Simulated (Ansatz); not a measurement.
# WC: pressure up to the limit of the methods

How does WC (rocksalt type) answer strong compression, and how long do frozen cores keep up with all electrons? Methods of the runs shown: LAPW, crystal datasets and norm-conserving. Companion runs by PAW are cited. Its runs: the reference run (LAPW); volume scaled by 1 (crystal datasets and norm-conserving); volume scaled by 0.94 (LAPW); volume scaled by 0.88 (LAPW); volume scaled by 0.8 (LAPW); volume scaled by 0.72 (LAPW and norm-conserving); volume scaled by 0.64 (LAPW); volume scaled by 0.55 (LAPW, crystal datasets and norm-conserving).

Program: Ansatz 0.2.0. Level of theory: DFT PBE, with the methods named in each step. These are calculated values, not measurements.

### Step 1. The system as given

Symmetry: Fm-3m, No. 225, cubic system. Conventional cell: a = 4.380 Å, b = 4.380 Å, c = 4.380 Å, α = 90.00°, β = 90.00°, γ = 90.00°. Around W (site symmetry m-3m) lie 6 C at 2.19 Å. C (site symmetry m-3m) is surrounded by 6 W at 2.19 Å.

Coordinates:

```
W C
1.0
     0.00000    2.19008    2.19008
     2.19008    0.00000    2.19008
     2.19008    2.19008    0.00000
W C
1 1
Direct
  0.00000 0.00000 0.00000
  0.50000 0.50000 0.50000
```

Whether this phase is the stable one at these pressures isn't tested.

Atoms are numbered in the order of the input: W1, C2.

### Step 2. The reference volume, LAPW

The input, input.yaml:

```yaml
crystal:
  lattice:
    - [0.0, 2.1900826249, 2.1900826249]
    - [2.1900826249, 0.0, 2.1900826249]
    - [2.1900826249, 2.1900826249, 0.0]
  atoms:
    - { symbol: W, position: [0.0, 0.0, 0.0] }
    - { symbol: C, position: [0.5, 0.5, 0.5] }
kpoints:
  mp_grid: { grid: [15, 15, 15] }
  band_path:
    path:
      - [0.0, 0.0, 0.0]
      - [0.5, 0.0, 0.5]
      - [0.625, 0.25, 0.625]
      - [0.375, 0.375, 0.75]
      - [0.0, 0.0, 0.0]
      - [0.5, 0.5, 0.5]
      - [0.5, 0.25, 0.75]
      - [0.5, 0.0, 0.5]
    npoints: 14
scf:
  occupations: { method: fermi_dirac, width: 0.08 }
hamiltonian:
  xc: pbe
  pseudopotentials: { kind: all_electron, lapw: { basis_error: 0.001 } }
output:
  forces: true
  stress: true
  eigenvalues: true
  populations: true
  dos: { projected: true, de: 0.2, e_range: [-14, 8] }
```

Launch:

```
ansatz run input.yaml --threads 1 --pin off --max-ram 2048MiB --backend cpu --events-out ev --progress --plain --runs-dir out
```

### Step 3. Volume scaled by 1, crystal datasets

The input, input.yaml:

```yaml
crystal:
  lattice:
    - [0.0, 2.1900826249, 2.1900826249]
    - [2.1900826249, 0.0, 2.1900826249]
    - [2.1900826249, 2.1900826249, 0.0]
  atoms:
    - { symbol: W, position: [0.0, 0.0, 0.0] }
    - { symbol: C, position: [0.5, 0.5, 0.5] }
kpoints:
  mp_grid: { grid: [15, 15, 15] }
scf:
  occupations: { method: fermi_dirac, width: 0.08 }
hamiltonian:
  xc: pbe
  pseudopotentials: { kind: all_electron, datasets: crystal }
output:
  forces: true
  stress: true
  eigenvalues: true
```

### Step 4. Volume scaled by 1, norm-conserving

input.yaml, as its differences from that of step 3:

```diff
@@ -14,3 +14,3 @@
   xc: pbe
-  pseudopotentials: { kind: all_electron, datasets: crystal }
+  pseudopotentials: { kind: nc }
 output:
```

### Step 5. Volume scaled by 0.94, LAPW

The input, input.yaml:

```yaml
crystal:
  lattice:
    - [0.0, 2.1453745163, 2.1453745163]
    - [2.1453745163, 0.0, 2.1453745163]
    - [2.1453745163, 2.1453745163, 0.0]
  atoms:
    - { symbol: W, position: [0.0, 0.0, 0.0] }
    - { symbol: C, position: [0.5, 0.5, 0.5] }
kpoints:
  mp_grid: { grid: [15, 15, 15] }
scf:
  occupations: { method: fermi_dirac, width: 0.08 }
hamiltonian:
  xc: pbe
  pseudopotentials: { kind: all_electron, lapw: { basis_error: 0.001 } }
output:
  forces: true
  stress: true
  eigenvalues: true
  populations: true
```

### Step 6. Volume scaled by 0.88, LAPW

input.yaml, as its differences from that of step 5:

```diff
@@ -2,5 +2,5 @@
   lattice:
-    - [0.0, 2.1453745163, 2.1453745163]
-    - [2.1453745163, 0.0, 2.1453745163]
-    - [2.1453745163, 2.1453745163, 0.0]
+    - [0.0, 2.0987210755, 2.0987210755]
+    - [2.0987210755, 0.0, 2.0987210755]
+    - [2.0987210755, 2.0987210755, 0.0]
   atoms:
```

### Step 7. Volume scaled by 0.8, LAPW

input.yaml, as its differences from that of step 6:

```diff
@@ -2,5 +2,5 @@
   lattice:
-    - [0.0, 2.0987210755, 2.0987210755]
-    - [2.0987210755, 0.0, 2.0987210755]
-    - [2.0987210755, 2.0987210755, 0.0]
+    - [0.0, 2.0330926113, 2.0330926113]
+    - [2.0330926113, 0.0, 2.0330926113]
+    - [2.0330926113, 2.0330926113, 0.0]
   atoms:
```

### Step 8. Volume scaled by 0.72, LAPW

input.yaml, as its differences from that of step 7:

```diff
@@ -2,5 +2,5 @@
   lattice:
-    - [0.0, 2.0330926113, 2.0330926113]
-    - [2.0330926113, 0.0, 2.0330926113]
-    - [2.0330926113, 2.0330926113, 0.0]
+    - [0.0, 1.9629293341, 1.9629293341]
+    - [1.9629293341, 0.0, 1.9629293341]
+    - [1.9629293341, 1.9629293341, 0.0]
   atoms:
```

### Step 9. Volume scaled by 0.72, norm-conserving

input.yaml, as its differences from that of step 8:

```diff
@@ -14,3 +14,3 @@
   xc: pbe
-  pseudopotentials: { kind: all_electron, lapw: { basis_error: 0.001 } }
+  pseudopotentials: { kind: nc }
 output:
@@ -19,2 +19 @@
   eigenvalues: true
-  populations: true
```

### Step 10. Volume scaled by 0.64, LAPW

The input, input.yaml:

```yaml
crystal:
  lattice:
    - [0.0, 1.8873559924, 1.8873559924]
    - [1.8873559924, 0.0, 1.8873559924]
    - [1.8873559924, 1.8873559924, 0.0]
  atoms:
    - { symbol: W, position: [0.0, 0.0, 0.0] }
    - { symbol: C, position: [0.5, 0.5, 0.5] }
kpoints:
  mp_grid: { grid: [15, 15, 15] }
scf:
  occupations: { method: fermi_dirac, width: 0.08 }
hamiltonian:
  xc: pbe
  pseudopotentials: { kind: all_electron, lapw: { basis_error: 0.001 } }
output:
  forces: true
  stress: true
  eigenvalues: true
  populations: true
```

### Step 11. Volume scaled by 0.55, LAPW

The input, input.yaml:

```yaml
crystal:
  lattice:
    - [0.0, 1.794381279, 1.794381279]
    - [1.794381279, 0.0, 1.794381279]
    - [1.794381279, 1.794381279, 0.0]
  atoms:
    - { symbol: W, position: [0.0, 0.0, 0.0] }
    - { symbol: C, position: [0.5, 0.5, 0.5] }
kpoints:
  mp_grid: { grid: [15, 15, 15] }
  band_path:
    path:
      - [0.0, 0.0, 0.0]
      - [0.5, 0.0, 0.5]
      - [0.625, 0.25, 0.625]
      - [0.375, 0.375, 0.75]
      - [0.0, 0.0, 0.0]
      - [0.5, 0.5, 0.5]
      - [0.5, 0.25, 0.75]
      - [0.5, 0.0, 0.5]
    npoints: 8
scf:
  occupations: { method: fermi_dirac, width: 0.08 }
hamiltonian:
  xc: pbe
  pseudopotentials: { kind: all_electron, lapw: { basis_error: 0.001 } }
output:
  forces: true
  stress: true
  eigenvalues: true
  populations: true
  dos: { projected: true, de: 0.2, e_range: [-14, 8] }
```

### Step 12. Volume scaled by 0.55, crystal datasets

The input, input.yaml:

```yaml
crystal:
  lattice:
    - [0.0, 1.794381279, 1.794381279]
    - [1.794381279, 0.0, 1.794381279]
    - [1.794381279, 1.794381279, 0.0]
  atoms:
    - { symbol: W, position: [0.0, 0.0, 0.0] }
    - { symbol: C, position: [0.5, 0.5, 0.5] }
kpoints:
  mp_grid: { grid: [15, 15, 15] }
scf:
  occupations: { method: fermi_dirac, width: 0.08 }
hamiltonian:
  xc: pbe
  pseudopotentials: { kind: all_electron, datasets: crystal }
output:
  forces: true
  stress: true
  eigenvalues: true
```

### Step 13. Volume scaled by 0.55, norm-conserving

input.yaml, as its differences from that of step 12:

```diff
@@ -14,3 +14,3 @@
   xc: pbe
-  pseudopotentials: { kind: all_electron, datasets: crystal }
+  pseudopotentials: { kind: nc }
 output:
```

(Steps that only read results are left out.)

**Question.** What will these runs give? Wanted: LAPW pressure at 0.55 of the volume; PAW pressure at 0.55 of the volume; crystal datasets pressure at 0.55 of the volume; norm-conserving pressure at 0.55 of the volume; fitted bulk modulus at zero pressure.

**Answer**, as computed:

```
                                       quantity      value
            LAPW pressure at 0.55 of the volume  756.7 GPa
             PAW pressure at 0.55 of the volume  762.7 GPa
crystal datasets pressure at 0.55 of the volume  756.7 GPa
 norm-conserving pressure at 0.55 of the volume  764.2 GPa
    fitted bulk modulus at zero pressure (LAPW)    372 GPa
                        its pressure derivative       4.07
```

In words: By LAPW the pressure climbs to 757 GPa at 0.55 of the first volume. One third-order Birch-Murnaghan curve follows these points (B₀ = 372 GPa, B′ = 4.07, misfit at most 2.22 GPa). A fit over so wide a range leans to the high pressures, so B₀ can be off by several per cent. Where LAPW's pressure is over 3 GPa, PAW's departs from it by at most 0.8 %, at 0.55 of the volume. The ions are at rest, and the electrons smeared by 0.08 eV. Spin-orbit coupling is left out, though the cell holds W; in elements this heavy it can shift bands and gaps by tenths of an eV.
